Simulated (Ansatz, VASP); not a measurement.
**Two plane-wave programs on SbSe2**

```xyz
3
Lattice="3.8601 0.0000 0.0000 0.0000 3.8601 0.0000 0.0000 0.0000 5.4883" Properties=species:S:1:pos:R:3 pbc="T T T"
Sb    0.0000    0.0000    0.0000
Se    1.9301    1.9301    1.4035
Se    1.9301    1.9301    4.0848
```

Change from the starting cell: species swapped into the Ga2Cu type (P4/mmm, No. 123).

Alike in both runs: functional PBE; k mesh 6 × 6 × 4; occupations gaussian, width 0.1 eV; no spin polarisation.

Ansatz relaxed the structure, and its values are those at the end. VASP's run is a single point on that final structure, the one shown.

|  | VASP | Ansatz |
| --- | --- | --- |
| version | VASP 6.6.1 | Ansatz 0.2.0 |
| potentials or method | VASP PAW PBE potentials, release 64 (Sb, Se) | scalar-relativistic, plane waves, PAW |
| plane-wave cutoff (eV) | 520 | 420 |
| valence electrons in the cell | 17 | 47 |

Ansatz gave:

```
gap on the k mesh at the Fermi level (eV) : none
pressure (GPa)                            : 0.2
rms of the force components (eV/Å)        : 0.001
```

**Question.** Which values does VASP return?

**Answer.** gap on the k mesh at the Fermi level (eV): none; pressure (GPa): 0.1; rms of the force components (eV/Å): 0.006.

A gap of «none» marks a metal or a gap that the smearing closes. With one functional, cell and mesh, what is left measures potentials, basis and numerics. The two sets of potentials don't hold the same shells in valence.

The runs have no spin-orbit coupling, so splittings on Sb are missing.
